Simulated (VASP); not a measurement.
The system is Ru.

```
Ru
1.0
     0.00000    1.91500    1.91500
     1.91500    0.00000    1.91500
     1.91500    1.91500    0.00000
Ru
1
Direct
  0.00000 0.00000 0.00000
```

This isn't the form of Ru at room conditions, which is hcp.

Program: VASP 6.6.1. Alike in all runs: potentials or basis VASP PAW PBE potentials, release 64 (Ru_pv); cell as given; cutoff (eV) 520. Hardware: 1 thread of AMD EPYC 9R45 (Zen 5), with other jobs on the host.

Problem. Order these runs on this cell by their wall time, lowest first.
A. task density of states; level revPBE+D2+U; spin SOC, no magnetisation; U Ru d U = 3 eV, J = 1.0 eV; k mesh 9 × 9 × 9; smearing fermi-dirac 0.1 eV; LDAUTYPE 2; hund's J 1; k mesh for the DOS 14 × 14 × 14
B. task single point; level PBEsol; spin off; k mesh 12 × 12 × 12; smearing gaussian 0.05 eV
C. task band structure; level SCAN+MBD-FI; spin off; k mesh 12 × 12 × 12; smearing gaussian 0.05 eV

Solution. B (6.6 s), A (35 s), C (81 s).

Caveats: the U is typed as a test and isn't derived for this compound (some runs).
